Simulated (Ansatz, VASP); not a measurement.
# One calculation of Zn, two programs

```xyz
1
Lattice="-1.6448 1.6448 1.6448 1.6448 -1.6448 1.6448 1.6448 1.6448 -1.6448" Properties=species:S:1:pos:R:3 pbc="T T T"
Zn    0.0000    0.0000    0.0000
```

Alike in both runs: task single point; functional revPBE; k mesh 16 × 16 × 16; occupations fermi-dirac, width 0.1 eV; no spin polarisation.

```csv
,VASP,Ansatz
version,VASP 6.6.1,Ansatz 0.2.0
potentials or method,"VASP PAW PBE potentials, release 64 (Zn)","plane waves (420 eV) with PAW, scalar-relativistic"
plane-wave cutoff (eV),520,420
valence electrons in the cell,12,12
```

```tsv
	VASP	Ansatz	Ansatz less VASP
pressure (GPa)	-4.5	-4.6	-0.12
```

Caveats: the PAW data sets were made with another functional, which shifts forces and pressure a little (VASP).
